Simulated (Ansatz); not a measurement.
## Relaxing Zr

The calculation used DFT PBE, scalar-relativistic, plane waves, PAW in Ansatz 0.2.0.

The start is a database structure of Zr, space group Im-3m (No. 229).

The final relaxation ran on this input, with the default PAW datasets:

```yaml
crystal:
  lattice:
    - [-1.7908472709, 1.7908472709, 1.7908472709]
    - [1.7908472709, -1.7908472709, 1.7908472709]
    - [1.7908472709, 1.7908472709, -1.7908472709]
  atoms:
    - { symbol: Zr, position: [0.0, 0.0, 0.0] }
basis:
  ecutwfc: 420
kpoints:
  mp_grid: { grid: [22, 22, 22] }
hamiltonian:
  xc: pbe
scf:
  occupations: { method: gaussian, width: 0.1 }
output:
  forces: true
  stress: true
  eigenvalues: true
relax:
  adjacent_minimum: "off"
  f_tol: 0.01
  max_steps: 80
  cell: { stress_tol: 0.05 }
```

It can be run as:

```bash
ansatz run input.yaml --threads 1 --pin off --backend cpu --events-out ev --progress --plain --runs-dir out  # memory cap (--max-ram) not shown
```

End of the output:

```
SCF converged after 4 iterations
Free energy (F): -4183.756255 eV
Harris-Foulkes:  -4183.756255 eV  (|F-HF|=9.09e-13)
Internal energy: -4183.746393 eV  (E = F + TS)
E sigma→0 (E₀):  -4183.751324 eV
Entropy (-TS):   -0.009861 eV (-9.861 meV/atom)
Fermi energy:    14.042318 eV
--- Per-component energies (eV) ---
  E_band       = -92.094084
  E_kinetic    = 333.310683
  E_local      = -617.976360  (includes V_loc(G=0)·N_el)
  E_nonlocal   = 80.958974
  E_hartree    = 191.594057
  E_xc         = -161.574669
  E_vxc        = -190.842930  (∫ρ·V_xc dr)
  E_paw        = -2954.270827  (= ΣΔE_a)
  E_vpaw       = -80.732601  (= ΣTr[D̂ρ^β])
  E_aug_tail   = 0.000025  (compensation charges beyond the density's cutoff)
  E_ewald      = -1055.788275
  E_smearing   = -0.009861  (= −TS)
  E_closure    =  0.000000  (closes the sum)
  Σ components = -4183.756255   (vs F -4183.756255, Δ=0.00e0)
--- Forces (eV/Å), atoms counted from 1 ---
  atom   1  Zr     0.00000000     0.00000000     0.00000000
  max |Σ_I F_I| component: 6.57e-32 eV/Å
--- Stress (GPa, compression-positive) ---
       -0.003006       0.000000       0.000000
        0.000000      -0.003006       0.000000
        0.000000       0.000000      -0.003006
  P = ⅓ Tr σ = -0.0030 GPa (-0.030 kbar)
--- Relaxed structure (3 steps of the walk, 3 accepted, 1 SCFs on fresh bases) ---
  F+E_penalty+E_count = -4183.75625460 eV   max|allowed force component| = 0.000e0 eV/Å   (the final SCF, on the basis selected at the relaxed cell)
  cell:  # Å, volume = 22.8203 Å³
    - [-1.786847, 1.786847, 1.786847]
    - [1.786847, -1.786847, 1.786847]
    - [1.786847, 1.786847, -1.786847]
  atoms:
    - { symbol: Zr, position: [0.0, 0.0, 0.0] }
```

Absolute energies hang on the potentials; compare differences alone.

The result has space group Im-3m (No. 229). Zr has 8 Zr at 3.09 Å and 6 Zr at 3.57 Å.

It lies 0.08 eV/atom above the element's standard state at the same level.

The k mesh leaves about 4 meV/atom of noise in metals.

Symmetry constrained the relaxation, so the result can be a saddle point.